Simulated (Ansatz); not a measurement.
Pt: vibrational free energy, entropy and heat capacity at 1.02 times its equilibrium volume

The calculation used DFT PBEsol, scalar-relativistic, plane waves, PAW in Ansatz. Settings: 420 eV plane-wave cutoff, Γ-centred 20×20×20 mesh, Fermi-Dirac smearing of 0.15 eV. No spin polarisation. Phonons by linear response, acoustic sum rule imposed.

The cell, relaxed in shape and atoms at 1.02 times its equilibrium volume:
```
Pt
1.0
     0.00000    1.97389    1.97389
     1.97389    0.00000    1.97389
     1.97389    1.97389    0.00000
Pt
1
Direct
  0.00000 0.00000 0.00000
```

In a metal, frequencies and elastic constants depend on the k mesh and the smearing, soft modes and shear constants most. Spin–orbit coupling is left out, which matters for heavy elements. The q mesh is coarse, so values between its points are rough.

Force constants from linear response on a 2×2×2 q mesh, interpolated to a fine mesh.

Phonon density of states, in bins of 5 cm⁻¹:
| bin centre (cm⁻¹) | share of modes (%) |
| --- | --- |
| 2.5 | 0.0 |
| 7.5 | 0.0 |
| 12.5 | 0.0 |
| 17.5 | 0.1 |
| 22.5 | 0.1 |
| 27.5 | 0.2 |
| 32.5 | 0.2 |
| 37.5 | 0.3 |
| 42.5 | 0.5 |
| 47.5 | 0.6 |
| 52.5 | 0.7 |
| 57.5 | 0.9 |
| 62.5 | 1.2 |
| 67.5 | 1.5 |
| 72.5 | 1.8 |
| 77.5 | 2.3 |
| 82.5 | 2.9 |
| 87.5 | 4.0 |
| 92.5 | 5.3 |
| 97.5 | 5.5 |
| 102.5 | 5.7 |
| 107.5 | 5.9 |
| 112.5 | 6.0 |
| 117.5 | 6.2 |
| 122.5 | 4.7 |
| 127.5 | 3.3 |
| 132.5 | 3.3 |
| 137.5 | 3.2 |
| 142.5 | 3.1 |
| 147.5 | 2.9 |
| 152.5 | 2.3 |
| 157.5 | 2.5 |
| 162.5 | 5.8 |
| 167.5 | 7.5 |
| 172.5 | 5.4 |
| 177.5 | 2.9 |
| 182.5 | 1.0 |
| 187.5 | 0.0 |

Question: Give the zero-point energy per atom.

Answer: 22.7 meV.

Question: How large are the vibrational entropy and heat capacity at 300 K?

Answer: S = 4.79 k_B and C_V = 2.91 k_B per atom, 97 % of the Dulong–Petit value.

Question: Tabulate them against temperature.

Answer:
```
T (K) F_vib (meV/atom) S (k_B/atom) C_V (k_B/atom)
  100              16.8          1.83            2.31
  200              -7.3          3.63            2.80
  300             -43.9          4.79            2.91
  400             -89.0          5.63            2.95
  500            -140.5          6.29            2.97
  600            -197.2          6.84            2.98
  700            -258.1          7.30            2.98
  800            -322.7          7.69            2.99
  900            -390.6          8.05            2.99
 1000            -461.3          8.36            2.99
```

Cost: 1 run of about 1.3 core-minutes, on Intel Xeon Platinum 8488C (Sapphire Rapids) (shared hosts).